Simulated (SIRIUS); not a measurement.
## TePb in SIRIUS: convergence with gk cutoff

Input of the first run (gk cutoff 1.87 1/bohr); the others differ in this setting and in those tied to it:

The input sirius.json:

```json
{
  "control": {
    "processing_unit": "cpu",
    "std_evp_solver_name": "lapack",
    "gen_evp_solver_name": "lapack",
    "verbosity": 2,
    "print_forces": true,
    "ortho_rf": true,
    "use_second_variation": true,
    "rmt_max": 3.0,
    "num_bands_to_print": 24,
    "save_wf": true
  },
  "parameters": {
    "electronic_structure_method": "full_potential_lapwlo",
    "xc_functionals": ["XC_LDA_X", "XC_LDA_C_PW"],
    "core_relativity": "dirac",
    "valence_relativity": "iora",
    "num_fv_states": 37,
    "smearing": "fermi_dirac",
    "smearing_width": 0.0018374661,
    "pw_cutoff": 20,
    "gk_cutoff": 1.87,
    "lmax_apw": 10,
    "lmax_rho": 8,
    "lmax_pot": 8,
    "num_mag_dims": 0,
    "auto_rmt": 0,
    "ngridk": [5, 5, 5],
    "shiftk": [0, 0, 0],
    "num_dft_iter": 80,
    "energy_tol": 1e-07,
    "density_tol": 1e-05,
    "use_symmetry": true
  },
  "settings": {"tol_ne": 1e-10},
  "iterative_solver": {"type": "exact"},
  "mixer": {"type": "anderson", "beta": 0.5, "max_history": 8},
  "unit_cell": {
    "lattice_vectors": [[0.0, 6.1057051087, 6.1057051087], [6.1057051087, 0.0, 6.1057051087], [6.1057051087, 6.1057051087, 0.0]],
    "atom_types": ["Pb", "Te"],
    "atom_files": {"Pb": "Pb.json", "Te": "Te.json"},
    "atoms": {"Pb": [[-0.00791, 0.007972, -0.004686]], "Te": [[0.506326, 0.508106, 0.490492]]}
  }
}
```

File Pb.json:

```json
{
  "name": "lead",
  "symbol": "Pb",
  "number": 82,
  "mass": 207.2,
  "rmin": 1e-06,
  "rmt": 2.65,
  "nrmt": 800,
  "rinf": 17.22,
  "core": "1s2s2p3s3p3d4s4p4d",
  "valence": [
    {"basis": [{"enu": -0.04, "dme": 0, "n": 0, "auto": 0}, {"enu": -0.04, "dme": 1, "n": 0, "auto": 0}]},
    {"l": 0, "n": 1, "basis": [{"enu": -0.0473, "dme": 0, "n": 0, "auto": 0}]},
    {"l": 1, "n": 2, "basis": [{"enu": 0.06, "dme": 0, "n": 0, "auto": 0}]},
    {"l": 2, "n": 3, "basis": [{"enu": 0.06, "dme": 0, "n": 0, "auto": 0}]},
    {"l": 3, "n": 4, "basis": [{"enu": 0.06, "dme": 0, "n": 0, "auto": 0}]},
    {"l": 4, "n": 5, "basis": [{"enu": 0.06, "dme": 0, "n": 0, "auto": 0}]}
  ],
  "lo": [
    {
      "l": 0,
      "basis": [{"enu": -0.0473, "dme": 0, "n": 0, "auto": 0}, {"enu": -0.0473, "dme": 1, "n": 0, "auto": 0}]
    },
    {
      "l": 0,
      "basis": [{"enu": -5.0861, "dme": 0, "n": 5, "auto": 1}, {"enu": -5.0861, "dme": 1, "n": 5, "auto": 1}]
    },
    {
      "l": 0,
      "basis": [{"enu": -5.0861, "dme": 1, "n": 5, "auto": 1}, {"enu": -0.0473, "dme": 0, "n": 0, "auto": 0}]
    },
    {
      "l": 0,
      "basis": [{"enu": -0.0473, "dme": 0, "n": 0, "auto": 0}, {"enu": 2.231, "dme": 0, "n": 0, "auto": 0}]
    },
    {"l": 1, "basis": [{"enu": 0.06, "dme": 0, "n": 0, "auto": 0}, {"enu": 0.06, "dme": 1, "n": 0, "auto": 0}]},
    {
      "l": 1,
      "basis": [{"enu": -2.9546, "dme": 0, "n": 5, "auto": 1}, {"enu": -2.9546, "dme": 1, "n": 5, "auto": 1}]
    },
    {
      "l": 1,
      "basis": [{"enu": -2.9546, "dme": 1, "n": 5, "auto": 1}, {"enu": 0.06, "dme": 0, "n": 0, "auto": 0}]
    },
    {"l": 1, "basis": [{"enu": 0.06, "dme": 0, "n": 0, "auto": 0}, {"enu": 2.6801, "dme": 0, "n": 0, "auto": 0}]},
    {"l": 2, "basis": [{"enu": 0.06, "dme": 0, "n": 0, "auto": 0}, {"enu": 0.06, "dme": 1, "n": 0, "auto": 0}]},
    {
      "l": 2,
      "basis": [{"enu": -0.5887, "dme": 0, "n": 5, "auto": 1}, {"enu": -0.5887, "dme": 1, "n": 5, "auto": 1}]
    },
    {
      "l": 2,
      "basis": [{"enu": -0.5887, "dme": 1, "n": 5, "auto": 1}, {"enu": 0.06, "dme": 0, "n": 0, "auto": 0}]
    },
    {"l": 2, "basis": [{"enu": 0.06, "dme": 0, "n": 0, "auto": 0}, {"enu": 3.0219, "dme": 0, "n": 0, "auto": 0}]},
    {"l": 3, "basis": [{"enu": 0.06, "dme": 0, "n": 0, "auto": 0}, {"enu": 0.06, "dme": 1, "n": 0, "auto": 0}]},
    {
      "l": 3,
      "basis": [{"enu": -4.7174, "dme": 0, "n": 4, "auto": 1}, {"enu": -4.7174, "dme": 1, "n": 4, "auto": 1}]
    },
    {
      "l": 3,
      "basis": [{"enu": -4.7174, "dme": 1, "n": 4, "auto": 1}, {"enu": 0.06, "dme": 0, "n": 0, "auto": 0}]
    },
    {"l": 3, "basis": [{"enu": 0.06, "dme": 0, "n": 0, "auto": 0}, {"enu": 3.3637, "dme": 0, "n": 0, "auto": 0}]},
    {"l": 4, "basis": [{"enu": 0.06, "dme": 0, "n": 0, "auto": 0}, {"enu": 0.06, "dme": 1, "n": 0, "auto": 0}]},
    {"l": 4, "basis": [{"enu": 0.06, "dme": 0, "n": 0, "auto": 0}, {"enu": 2.7941, "dme": 0, "n": 0, "auto": 0}]}
  ],
  "free_atom": [... radial grid and density of the free atom, the start of the SCF ...]
}
```

File Te.json:

```json
{
  "name": "tellurium",
  "symbol": "Te",
  "number": 52,
  "mass": 127.6,
  "rmin": 1e-06,
  "rmt": 2.54,
  "nrmt": 800,
  "rinf": 14.28,
  "core": "1s2s2p3s3p3d",
  "valence": [
    {"basis": [{"enu": -0.04, "dme": 0, "n": 0, "auto": 0}, {"enu": -0.04, "dme": 1, "n": 0, "auto": 0}]},
    {"l": 0, "n": 1, "basis": [{"enu": -0.0591, "dme": 0, "n": 0, "auto": 0}]},
    {"l": 1, "n": 2, "basis": [{"enu": 0.06, "dme": 0, "n": 0, "auto": 0}]},
    {"l": 2, "n": 3, "basis": [{"enu": 0.06, "dme": 0, "n": 0, "auto": 0}]},
    {"l": 3, "n": 4, "basis": [{"enu": 0.06, "dme": 0, "n": 0, "auto": 0}]}
  ],
  "lo": [
    {
      "l": 0,
      "basis": [{"enu": -0.0591, "dme": 0, "n": 0, "auto": 0}, {"enu": -0.0591, "dme": 1, "n": 0, "auto": 0}]
    },
    {
      "l": 0,
      "basis": [{"enu": -5.7239, "dme": 0, "n": 4, "auto": 1}, {"enu": -5.7239, "dme": 1, "n": 4, "auto": 1}]
    },
    {
      "l": 0,
      "basis": [{"enu": -5.7239, "dme": 1, "n": 4, "auto": 1}, {"enu": -0.0591, "dme": 0, "n": 0, "auto": 0}]
    },
    {
      "l": 0,
      "basis": [{"enu": -0.0591, "dme": 0, "n": 0, "auto": 0}, {"enu": 2.4209, "dme": 0, "n": 0, "auto": 0}]
    },
    {"l": 1, "basis": [{"enu": 0.06, "dme": 0, "n": 0, "auto": 0}, {"enu": 0.06, "dme": 1, "n": 0, "auto": 0}]},
    {
      "l": 1,
      "basis": [{"enu": -3.906, "dme": 0, "n": 4, "auto": 1}, {"enu": -3.906, "dme": 1, "n": 4, "auto": 1}]
    },
    {"l": 1, "basis": [{"enu": -3.906, "dme": 1, "n": 4, "auto": 1}, {"enu": 0.06, "dme": 0, "n": 0, "auto": 0}]},
    {"l": 1, "basis": [{"enu": 0.06, "dme": 0, "n": 0, "auto": 0}, {"enu": 2.912, "dme": 0, "n": 0, "auto": 0}]},
    {"l": 2, "basis": [{"enu": 0.06, "dme": 0, "n": 0, "auto": 0}, {"enu": 0.06, "dme": 1, "n": 0, "auto": 0}]},
    {
      "l": 2,
      "basis": [{"enu": -1.2502, "dme": 0, "n": 4, "auto": 1}, {"enu": -1.2502, "dme": 1, "n": 4, "auto": 1}]
    },
    {
      "l": 2,
      "basis": [{"enu": -1.2502, "dme": 1, "n": 4, "auto": 1}, {"enu": 0.06, "dme": 0, "n": 0, "auto": 0}]
    },
    {"l": 2, "basis": [{"enu": 0.06, "dme": 0, "n": 0, "auto": 0}, {"enu": 3.284, "dme": 0, "n": 0, "auto": 0}]},
    {"l": 3, "basis": [{"enu": 0.06, "dme": 0, "n": 0, "auto": 0}, {"enu": 0.06, "dme": 1, "n": 0, "auto": 0}]},
    {"l": 3, "basis": [{"enu": 0.06, "dme": 0, "n": 0, "auto": 0}, {"enu": 2.757, "dme": 0, "n": 0, "auto": 0}]}
  ],
  "free_atom": [... radial grid and density of the free atom, the start of the SCF ...]
}
```

sirius_start.json

```json
{
  "control": {
    "processing_unit": "cpu",
    "std_evp_solver_name": "lapack",
    "gen_evp_solver_name": "lapack",
    "verbosity": 1,
    "print_forces": false,
    "ortho_rf": true,
    "use_second_variation": true,
    "rmt_max": 3.0,
    "num_bands_to_print": 24,
    "save_wf": false
  },
  "parameters": {
    "electronic_structure_method": "full_potential_lapwlo",
    "xc_functionals": ["XC_LDA_X", "XC_LDA_C_PW"],
    "core_relativity": "dirac",
    "valence_relativity": "iora",
    "num_fv_states": 37,
    "smearing": "fermi_dirac",
    "smearing_width": 0.0055123983,
    "pw_cutoff": 20,
    "gk_cutoff": 1.49,
    "lmax_apw": 10,
    "lmax_rho": 8,
    "lmax_pot": 8,
    "num_mag_dims": 0,
    "auto_rmt": 0,
    "ngridk": [2, 2, 2],
    "shiftk": [0, 0, 0],
    "num_dft_iter": 30,
    "energy_tol": 0.01,
    "density_tol": 0.05,
    "use_symmetry": true
  },
  "settings": {"tol_ne": 1e-10},
  "iterative_solver": {"type": "exact"},
  "mixer": {"type": "anderson", "beta": 0.5, "max_history": 8},
  "unit_cell": {
    "lattice_vectors": [[0.0, 6.1057051087, 6.1057051087], [6.1057051087, 0.0, 6.1057051087], [6.1057051087, 6.1057051087, 0.0]],
    "atom_types": ["Pb", "Te"],
    "atom_files": {"Pb": "Pb.json", "Te": "Te.json"},
    "atoms": {"Pb": [[-0.00791, 0.007972, -0.004686]], "Te": [[0.506326, 0.508106, 0.490492]]}
  }
}
```

Potentials or basis: all-electron FP-LAPW, apw+lo standard.

Launch:

```bash
$ OMP_NUM_THREADS=1 sirius.scf --input=sirius_start.json --output=start.json
$ OMP_NUM_THREADS=1 sirius.scf --input=sirius.json --output=output.json --task=1
```

The cell isn't the ideal one: atoms moved at random.

Hardware: 1 thread of Arm Neoverse V2 (shared host).

Problem. The values tried are 1.87 1/bohr, 2.21 1/bohr, 2.55 1/bohr, 2.89 1/bohr, 3.23 1/bohr, 3.57 1/bohr, 3.91 1/bohr, loosest first. From which on does the largest force stay within 0.005 eV/Å of the tightest run that finished?

Solution. From 2.89 1/bohr on.

| gk cutoff | energy less the tightest run, at zero smearing (meV/atom) | largest force (eV/Å) | gap on the mesh (eV) | SCF cycles | CPU time (s) | peak memory (GiB) |
| --- | --- | --- | --- | --- | --- | --- |
| 1.87 1/bohr | 3432.61 | 0.006 | 1.135 | 9 | 68 | 0.52 |
| 2.21 1/bohr | 1367.04 | 0.010 | 1.119 | 8 | 69 | 0.55 |
| 2.55 1/bohr | 489.27 | 0.012 | 1.123 | 9 | 86 | 0.58 |
| 2.89 1/bohr | 156.96 | 0.003 | 1.125 | 9 | 100 | 0.62 |
| 3.23 1/bohr | 45.00 | 0.004 | 1.126 | 9 | 130 | 0.67 |
| 3.57 1/bohr | 10.02 | 0.004 | 1.126 | 9 | 190 | 0.8 |
| 3.91 1/bohr | 0.00 | 0.004 | 1.126 | 9 | 290 | 0.96 |

Against the tightest run, the gap on the mesh stays within 0.01 eV from 1.87 1/bohr on. Not settled before the last step: the energy (to 1 meV/atom). The tightest run that finished is the yardstick and may itself not be fully converged.

Caveat, for the tightest run too: spin-orbit coupling is left out, which as a rule narrows the gap of such compounds by several tenths of an eV; an odd mesh through Γ misses points on the zone boundary, where band edges often lie.
